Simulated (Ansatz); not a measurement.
Computed with Ansatz 0.2.0, DFT PBE, scalar-relativistic, plane waves, PAW. Settings: cutoff 420 eV, Γ-centred meshes spaced at most about 0.3 Å⁻¹, and about 0.25 Å⁻¹ or finer for metals (2π included), Gaussian smearing. No spin polarisation.

All energies are static (0 K, no zero-point motion).

**Question.** Order these relaxed structures of HgH₃ by energy, lowest first, with the energy over the lowest of them.
1.

```xyz
8
Lattice="0.0000 3.4659 3.4659 3.4659 0.0000 3.4659 3.4659 3.4659 0.0000" Properties=species:S:1:pos:R:3 pbc="T T T"
Hg    1.7329    1.7329    1.7329
Hg    5.1988    5.1988    5.1988
H     5.9885    3.4659    3.4659
H     0.9433    3.4659    3.4659
H     3.4659    5.9885    3.4659
H     3.4659    0.9433    3.4659
H     3.4659    3.4659    5.9885
H     3.4659    3.4659    0.9433
```

2.

```xyz
8
Lattice="7.1669 0.0000 0.0000 0.0000 7.1669 0.0000 0.0000 0.0000 7.1669" Properties=species:S:1:pos:R:3 pbc="T T T"
Hg    3.5834    3.5834    3.5834
Hg    0.0000    0.0000    0.0000
H     0.3762    3.5834    3.5834
H     6.7907    3.5834    3.5834
H     3.5834    0.3762    3.5834
H     3.5834    6.7907    3.5834
H     3.5834    3.5834    0.3762
H     3.5834    3.5834    6.7907
```

**Answer.** 2 (0 meV/atom), 1 (915 meV/atom). Forms: cell 2 Pm-3m; cell 1 Fm-3m. Counting H atoms around Hg (those within 1.25 times the shortest such distance or 1.15 times the sum of covalent radii; a plus sign parts nearer from farther groups; the shortest distance is added where it is long for a bond; a slash parts the counts of unlike sites): cell 2 has Hg 6+6 from 3.2 Å/24 from 5.1 Å; cell 1 has Hg 12 from 2.6 Å. Cell 2 holds H–H pairs as short as in free H₂ molecules (shortest 0.75 Å); in cell 1 the shortest H–H distance is 1.33 Å. Both come from invented guesses. Shaken at random and relaxed again, cell 2 came back. Even the lowest of the cells shown lies +0.03 eV/atom against the elements.

Weakly bound directions are ill-defined at this level, which has no dispersion term (Pm-3m, Fm-3m), and this can change margins and order among such cells. These runs have no spin–orbit coupling, which can matter for Hg. With hydrogen, zero-point motion can shift such differences by 10 meV/atom or more. Cells without such a test can be saddle points. Some candidate types were left out of the draw beforehand, so a known form may be missing.
